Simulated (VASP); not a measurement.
Write the native input for VASP 6.6.1 that does the following.

| Item | Value |
| --- | --- |
| Task | density of states |
| Functional | PBEsol |
| Potentials or basis | VASP PAW PBE potentials, release 54 (Si) |
| Cutoff | 520 eV |
| k mesh | 8 × 8 × 8 |
| Occupations | fermi-dirac, width 0.1 eV |
| Spin | no spin polarisation |
| k mesh for the DOS | 12 × 12 × 12 |
| Further INCAR settings | ALGO = Fast; EDIFF = 1e-06; NBANDS = 11 |

The system is Si.

```
Si
1.0
     0.00000    2.72185    2.72185
     2.72185    0.00000    2.72185
     2.72185    2.72185    0.00000
Si
2
Direct
  0.50000 0.50000 0.50000
  0.75000 0.75000 0.75000
```

These files were run (other wordings do the same):

POSCAR

```
Si
3.8493
    0.000000000000      0.707102898319      0.707102898319
    0.707102898319      0.000000000000      0.707102898319
    0.707102898319      0.707102898319      0.000000000000
Si
2
Direct
    0.5000000000      0.5000000000      0.5000000000
    0.7500000000      0.7500000000      0.7500000000
```

INCAR.step1

```
PREC = Accurate
ENCUT = 520
EDIFF = 1E-6
ISMEAR = -1
SIGMA = 0.1
LREAL = F
LASPH = T
NELM = 80
ALGO = Fast
ISIF = 2
LWAVE = F
LCHARG = T
GGA = PS
NBANDS = 11
```

KPOINTS.step1

```
regular mesh
0
Gamma
  8 8 8
```

INCAR.step2

```
PREC = Accurate
ENCUT = 520
EDIFF = 1E-6
ISMEAR = -5
SIGMA = 0.1
LREAL = F
LASPH = T
NELM = 80
ALGO = Fast
ISIF = 2
LWAVE = F
LCHARG = F
GGA = PS
LORBIT = 11
NBANDS = 11
NEDOS = 1001
ICHARG = 11
```

KPOINTS.step2

```
regular mesh
0
Gamma
  12 12 12
```

Potentials or basis: VASP PAW PBE potentials, release 54 (Si).

The run is started by

```console
$ cat potpaw_PBE.54/Si/POTCAR > POTCAR
$ cp INCAR.step1 INCAR
$ cp KPOINTS.step1 KPOINTS
$ mpirun -np 1 vasp_std > vasp.out
$ cp INCAR.step2 INCAR
$ cp KPOINTS.step2 KPOINTS
$ mpirun -np 1 vasp_std > vasp.out
```

Results of the run:

The valence electrons inside the program's atomic spheres are Si 1.69.

Wall time 16 s on 1 thread of AMD EPYC 9R45 (Zen 5), with other jobs on the host, peak memory 0.13 GiB.
